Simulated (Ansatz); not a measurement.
# Si62O (O in a divacancy in Si, 64-site cell): the cost of one run

Program: Ansatz 0.2.0. Level of theory: DFT PBE, scalar-relativistic, plane waves, PAW, and further levels as typed in the inputs. These are calculated values, not measurements.

## (1) The structure to begin with

Symmetry: P1, No. 1, triclinic system. Conventional cell: a = 10.862 Å, b = 10.862 Å, c = 10.862 Å, α = 90.00°, β = 90.00°, γ = 90.00°. O (site symmetry 1) has 2 Si at 1.94 to 2.00 Å as nearest neighbours. Si (site symmetry 1) is surrounded by 1 O at 1.94 Å. Si (site symmetry 1) has 1 O at 2.00 Å and 3 Si at 2.29 to 2.43 Å as nearest neighbours. Si (site symmetry 1) has 3 Si at 2.30 to 2.35 Å as nearest neighbours. Si (site symmetry 1) is surrounded by 4 Si at 2.29 to 2.42 Å. Around Si (site symmetry 1) lie 4 Si at 2.30 to 2.43 Å. Si (site symmetry 1) has 3 Si at 2.33 to 2.40 Å as nearest neighbours. Si (site symmetry 1) has 4 Si at 2.33 to 2.40 Å as nearest neighbours. Only part of the 63 independent sites is listed.

Structure file:

```cif
data_structure
_symmetry_space_group_name_H-M 'P 1'
_symmetry_Int_Tables_number 1
_cell_length_a 10.8620
_cell_length_b 10.8620
_cell_length_c 10.8620
_cell_angle_alpha 90.000
_cell_angle_beta 90.000
_cell_angle_gamma 90.000
_cell_volume 1281.53
loop_
_atom_site_label
_atom_site_type_symbol
_atom_site_fract_x
_atom_site_fract_y
_atom_site_fract_z
_atom_site_occupancy
O1 O 0.58319 0.50121 0.50027 1
Si1 Si 0.61985 0.62423 0.62402 1
Si2 Si 0.62477 0.37327 0.37488 1
Si3 Si 0.37368 0.37137 0.62744 1
Si4 Si 0.50243 0.25472 0.25014 1
Si5 Si 0.49888 0.24849 0.74573 1
Si6 Si 0.50271 0.74696 0.24673 1
Si7 Si 0.49943 0.75410 0.75065 1
Si8 Si 0.24717 0.49803 0.25173 1
Si9 Si 0.24956 0.49788 0.74936 1
Si10 Si 0.75206 0.50546 0.24656 1
Si11 Si 0.74827 0.49778 0.74332 1
Si12 Si 0.24745 0.24717 0.50310 1
Si13 Si 0.24964 0.74552 0.50179 1
Si14 Si 0.74902 0.24519 0.49835 1
Si15 Si 0.74837 0.74759 0.50008 1
Si16 Si 0.11879 0.62426 0.62780 1
Si17 Si 0.62736 0.12806 0.62809 1
Si18 Si 0.62911 0.62191 0.12734 1
Si19 Si 0.11986 0.37333 0.36971 1
Si20 Si 0.62789 0.37868 0.87445 1
Si21 Si 0.62990 0.87314 0.37542 1
Si22 Si 0.37542 0.12206 0.37621 1
Si23 Si 0.38036 0.62217 0.87748 1
Si24 Si 0.87457 0.62989 0.37634 1
Si25 Si 0.37687 0.37678 0.12569 1
Si26 Si 0.37115 0.87884 0.62121 1
Si27 Si 0.87566 0.37670 0.62269 1
Si28 Si 0.00040 0.50323 0.49993 1
Si29 Si 0.49755 0.99195 0.49732 1
Si30 Si 0.49837 0.49857 0.99735 1
Si31 Si 0.12604 0.12341 0.62470 1
Si32 Si 0.12688 0.62264 0.12417 1
Si33 Si 0.63096 0.12741 0.12143 1
Si34 Si 0.12478 0.37656 0.87841 1
Si35 Si 0.12541 0.87353 0.37298 1
Si36 Si 0.62678 0.87586 0.87357 1
Si37 Si 0.37448 0.12385 0.87700 1
Si38 Si 0.87309 0.12634 0.37735 1
Si39 Si 0.87634 0.62270 0.87871 1
Si40 Si 0.37313 0.87618 0.12292 1
Si41 Si 0.87018 0.37562 0.12579 1
Si42 Si 0.87479 0.87576 0.62321 1
Si43 Si 0.99796 0.24954 0.25527 1
Si44 Si 0.00225 0.24856 0.75154 1
Si45 Si 0.99868 0.74874 0.25237 1
Si46 Si 0.99855 0.74537 0.74750 1
Si47 Si 0.25024 0.00035 0.25343 1
Si48 Si 0.24802 0.00202 0.75118 1
Si49 Si 0.74959 0.00231 0.25136 1
Si50 Si 0.74762 0.00296 0.74663 1
Si51 Si 0.25016 0.25001 0.00117 1
Si52 Si 0.24800 0.74990 0.99961 1
Si53 Si 0.75275 0.24780 0.00020 1
Si54 Si 0.74928 0.74641 0.00739 1
Si55 Si 0.12480 0.12089 0.12889 1
Si56 Si 0.12204 0.87602 0.87738 1
Si57 Si 0.87321 0.12381 0.87351 1
Si58 Si 0.87464 0.87052 0.12159 1
Si59 Si 0.99961 0.00287 0.50174 1
Si60 Si 0.00478 0.50192 0.99859 1
Si61 Si 0.49966 0.99439 0.99735 1
Si62 Si 0.99718 0.00075 0.00179 1
```

## (2) Relaxing the atoms: Si62O defect cell, no spin

Contents of input.yaml:

```yaml
crystal:
  lattice:
    - [10.862, 0.0, 0.0]
    - [0.0, 10.862, 0.0]
    - [0.0, 0.0, 10.862]
  atoms:
    - { symbol: O, position: [0.5831945229, 0.5012056063, 0.5002665185] }
    - { symbol: Si, position: [0.619853178, 0.6242338753, 0.6240201833] }
    - { symbol: Si, position: [0.6247714745, 0.3732682728, 0.3748789776] }
    - { symbol: Si, position: [0.3736819609, 0.3713712076, 0.6274432583] }
    - { symbol: Si, position: [0.502434132, 0.254721708, 0.250138189] }
    - { symbol: Si, position: [0.4988823124, 0.2484937582, 0.7457287498] }
    - { symbol: Si, position: [0.5027132225, 0.7469589368, 0.2467269936] }
    - { symbol: Si, position: [0.499432011, 0.7541046263, 0.7506537919] }
    - { symbol: Si, position: [0.247172385, 0.4980307682, 0.251726878] }
    - { symbol: Si, position: [0.2495566746, 0.4978765337, 0.749364673] }
    - { symbol: Si, position: [0.7520577875, 0.5054578644, 0.246563828] }
    - { symbol: Si, position: [0.7482698852, 0.4977800605, 0.7433186802] }
    - { symbol: Si, position: [0.2474485582, 0.2471721347, 0.5031043398] }
    - { symbol: Si, position: [0.2496356631, 0.7455166117, 0.5017860674] }
    - { symbol: Si, position: [0.7490160078, 0.2451855799, 0.4983521001] }
    - { symbol: Si, position: [0.7483743481, 0.747586405, 0.5000820672] }
    - { symbol: Si, position: [0.1187904867, 0.6242604625, 0.6277983339] }
    - { symbol: Si, position: [0.6273553614, 0.1280607278, 0.62809167] }
    - { symbol: Si, position: [0.6291084785, 0.6219113404, 0.1273361261] }
    - { symbol: Si, position: [0.1198603677, 0.3733348782, 0.369712377] }
    - { symbol: Si, position: [0.627894902, 0.3786836802, 0.874454756] }
    - { symbol: Si, position: [0.6299014317, 0.873136455, 0.3754159921] }
    - { symbol: Si, position: [0.3754224241, 0.1220607753, 0.3762095745] }
    - { symbol: Si, position: [0.3803553078, 0.6221692206, 0.8774839029] }
    - { symbol: Si, position: [0.8745732641, 0.6298875731, 0.3763361858] }
    - { symbol: Si, position: [0.3768676572, 0.376776367, 0.1256879581] }
    - { symbol: Si, position: [0.3711450097, 0.8788436648, 0.6212143187] }
    - { symbol: Si, position: [0.875658893, 0.3766960332, 0.6226857514] }
    - { symbol: Si, position: [0.0004006533, 0.5032256001, 0.4999334253] }
    - { symbol: Si, position: [0.4975455973, -0.0080530411, 0.497315852] }
    - { symbol: Si, position: [0.4983674865, 0.4985736954, -0.0026514349] }
    - { symbol: Si, position: [0.1260420601, 0.1234127, 0.6246976956] }
    - { symbol: Si, position: [0.126875543, 0.622637349, 0.1241708541] }
    - { symbol: Si, position: [0.6309606408, 0.1274147092, 0.1214273523] }
    - { symbol: Si, position: [0.1247797617, 0.3765590651, 0.8784067512] }
    - { symbol: Si, position: [0.1254114888, 0.8735345733, 0.3729823422] }
    - { symbol: Si, position: [0.6267816111, 0.8758646484, 0.8735730586] }
    - { symbol: Si, position: [0.3744777987, 0.1238504934, 0.8770014481] }
    - { symbol: Si, position: [0.8730943822, 0.126343439, 0.3773518292] }
    - { symbol: Si, position: [0.8763429829, 0.6226958944, 0.8787147647] }
    - { symbol: Si, position: [0.3731268293, 0.8761777805, 0.1229193478] }
    - { symbol: Si, position: [0.870182903, 0.3756235047, 0.1257927688] }
    - { symbol: Si, position: [0.8747861141, 0.8757624797, 0.6232091395] }
    - { symbol: Si, position: [-0.0020368206, 0.2495357482, 0.2552732742] }
    - { symbol: Si, position: [0.0022504545, 0.2485638232, 0.7515431225] }
    - { symbol: Si, position: [-0.001321206, 0.7487370812, 0.2523732757] }
    - { symbol: Si, position: [-0.0014507401, 0.7453720273, 0.7474963321] }
    - { symbol: Si, position: [0.2502441959, 0.0003535477, 0.2534292483] }
    - { symbol: Si, position: [0.2480223924, 0.0020202515, 0.7511764871] }
    - { symbol: Si, position: [0.7495884355, 0.0023085359, 0.2513591942] }
    - { symbol: Si, position: [0.747618371, 0.0029599077, 0.7466279638] }
    - { symbol: Si, position: [0.2501646532, 0.2500067506, 0.0011728109] }
    - { symbol: Si, position: [0.2479964091, 0.7499034891, -0.0003883816] }
    - { symbol: Si, position: [0.7527538806, 0.2478017455, 0.0002009175] }
    - { symbol: Si, position: [0.7492784741, 0.746414896, 0.0073912147] }
    - { symbol: Si, position: [0.1248032986, 0.1208939659, 0.1288905182] }
    - { symbol: Si, position: [0.122043126, 0.876024314, 0.8773830752] }
    - { symbol: Si, position: [0.8732090811, 0.1238099151, 0.8735078155] }
    - { symbol: Si, position: [0.8746427149, 0.8705188883, 0.1215872677] }
    - { symbol: Si, position: [-0.0003888412, 0.002869505, 0.5017448283] }
    - { symbol: Si, position: [0.0047765166, 0.5019169184, -0.0014116986] }
    - { symbol: Si, position: [0.4996607161, -0.0056077892, -0.0026535862] }
    - { symbol: Si, position: [-0.002818153, 0.000747358, 0.0017892556] }
  symmetry: { detect: false }
scf:
  occupations: { method: fixed }
output:
  forces: true
  stress: false
  eigenvalues: true
  efg: {}
kpoints:
  mp_grid: { grid: [2, 2, 2], shift: [0.5, 0.5, 0.5] }
hamiltonian:
  xc: pbe
relax:
  f_tol: 0.012
  max_steps: 120
```

Started as:

```sh
ansatz run input.yaml --threads 8 --pin off --max-ram 18432MiB --backend cpu --events-out ev --progress --plain --runs-dir out
```

Q: Estimate wall time and peak memory on 8 threads of Arm Neoverse V1, shared host.

About 4.7 min, with a peak of 4.3 GiB.
